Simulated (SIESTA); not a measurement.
Cu under changes of volume

One of the cells (11.810 Å³/atom); the others are scaled copies at fixed shape and fractional positions:

```
Cu
1.0
     0.00000    1.80750    1.80750
     1.80750    0.00000    1.80750
     1.80750    1.80750    0.00000
Cu
1
Direct
  0.00000 0.00000 0.00000
```

| Property | Result |
| --- | --- |
| Program | SIESTA 5.4.2 |
| Functional | PBE |
| Potentials or basis | PseudoDojo 0.4 standard (PBE files) |
| Basis | TZP (energy shift 0.003 Ry; two zetas on semicore shells) |
| Grid cutoff | 800 Ry |
| Energy shift | 0.003 Ry |
| k mesh | 13 × 13 × 13 |
| Occupations | fermi-dirac, width 0.05 eV |
| Spin | no spin polarisation |

```csv
volume (Å³/atom),energy over the lowest point (meV/atom),pressure (GPa)
11.102,25.94,11.4
11.338,11.80,7.7
11.574,3.25,3.9
11.810,0.00,0.5
12.047,?,?
12.283,6.36,-4.5
12.519,14.89,-6.8
```

Question: What does the run at 12.047 Å³/atom give?

Answer: Energy over the lowest point 1.45 meV/atom; pressure -2.2 GPa.

Worked out: A Birch-Murnaghan fit of order 3 (a polynomial in V^(-2/3)) to the other rows has its minimum at 11.86 Å³/atom with B0 = V·E''(V) = 149 GPa and B' = 5.6. It gives 1.20 meV/atom at 12.047 Å³/atom, against the run's 1.45, and -dE/dV = -2.2 GPa, against -2.2.

Energies are extrapolated to zero smearing.

Caveats: short orbitals over semicore shells can move pressures by several GPa; the basis of atomic orbitals isn't converged, which shifts pressures, moduli and gaps.
